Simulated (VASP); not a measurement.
Set up this calculation in VASP 6.6.1, as the native input.

```yaml
Task: relaxation of cell and atoms
Functional: PBEsol
Potentials_or_basis: VASP PAW PBE potentials, release 64 (Cd, Se)
Cutoff: 600 eV
k_mesh: 9 × 9 × 4
Occupations: gaussian, width 0.03 eV
Spin: no spin polarisation
Further_INCAR_settings: ALGO = Normal; EDIFF = 1e-07; IBRION = 2; EDIFFG = -0.005; NSW = 90; ISIF = 3
```

The structure of CdSe (Cadmoselite) lies in POSCAR:

```
CdSe                                    
1.0
    4.3096852295      0.0000000000      0.0000000000
   -2.1548426148      3.7322968911     -0.0000000000
    0.0000000000     -0.0000000000      7.0351851828
  Cd              Se            
     2     2
Direct
     0.3333333332999970    0.6666666667000030    0.0046653508420677
     0.6666666667000030    0.3333333332999970    0.5046653508420678
     0.3333333332999970    0.6666666667000030    0.3803346491579304
     0.6666666667000030    0.3333333332999970    0.8803346491579302
```

These files were run (other wordings do the same):

INCAR

```
SYSTEM = CdSe
ALGO     = Normal         ! electronic algorithm
EDIFF    = 1E-7           ! SCF threshold, eV
EDIFFG   = -0.005         ! ionic threshold
ENCUT    = 600            ! plane-wave cutoff, eV
GGA      = PS             ! functional
IBRION   = 2              ! ionic algorithm
ISIF     = 3              ! what is computed and relaxed
ISMEAR   = 0              ! smearing method
KPAR     = 2            
LASPH    = .True.         ! aspherical terms in the spheres
LCHARG   = .False.        ! write CHGCAR
LREAL    = .False.        ! projectors in reciprocal space
LWAVE    = .False.        ! write WAVECAR
NELM     = 80             ! most SCF steps
NSW      = 90             ! ionic steps
PREC     = Accurate       ! precision mode
SIGMA    = 0.03           ! smearing width, eV
```

KPOINTS

```
k-points
0
Gamma
  9 9 4
  0 0 0
```

Potentials or basis: VASP PAW PBE potentials, release 64 (Cd, Se).

Command:

```console
$ cat potpaw_PBE.64/Cd/POTCAR potpaw_PBE.64/Se/POTCAR > POTCAR
$ mpirun -np 2 vasp_std > vasp.out
```

It gave:

| Item | Value |
| --- | --- |
| Pressure after relaxing | 0.0 GPa |
| Band gap on the k mesh | 0.53 eV, direct |

Caveat: the relaxation stopped at its first step, so nothing moved; the PAW data sets were made with another functional, which shifts forces and pressure a little.

It took 38 s on 2 MPI ranks on Intel(R) Xeon(R) 6975P-C (Granite Rapids), with other jobs on the host, peak memory 0.3 GiB a rank.
